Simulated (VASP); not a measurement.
A run of VASP 6.6.1 is set up as follows.

INCAR

```
SYSTEM = AlN
ALGO = Normal
EDIFF = 1E-7
EDIFFG = -0.01
ENCUT = 600
IBRION = 2
ISIF = 4
ISMEAR = 0
LASPH = .TRUE.
LCHARG = .FALSE.
LMIXTAU = .TRUE.
LREAL = .FALSE.
LWAVE = .FALSE.
METAGGA = R2SCAN
NELM = 80
NSW = 40
PREC = Accurate
SIGMA = 0.03
```

KPOINTS

```
k-points
0
G
  12 12 6
  0 0 0
```

The input POSCAR:

```
AlN                                     
1.0
    3.0844673728      0.0000000000     -0.0000000000
   -1.5422336864      2.6712271020      0.0000000000
    0.0000000000      0.0000000000      4.9432084609
  Al              N             
     2     2
Direct
     0.3333333332999970    0.6666666667000030    0.9992188694120607
     0.6666666667000030    0.3333333332999970    0.4992188694120607
     0.3333333332999970    0.6666666667000030    0.3807811305879418
     0.6666666667000030    0.3333333332999970    0.8807811305879418
```

Potentials or basis: VASP PAW PBE potentials, release 64 (Al, N).

Command:

```console
$ cat potpaw_PBE.64/Al/POTCAR potpaw_PBE.64/N/POTCAR > POTCAR
$ mpirun -np 1 vasp_std > vasp.out
```

Problem. Estimate the band gap on the k mesh.

Solution. 5.12 eV, direct.

Problem. Predict the energy gained by relaxing.

Solution. 0.0 meV/atom.

Stress tensor (GPa, compression positive):
```
4.44 0.00 0.00
0.00 4.44 0.00
0.00 0.00 4.35
```

Caveat: the PAW data sets were made with another functional, which shifts forces and pressure a little. A k mesh can miss the band edges.
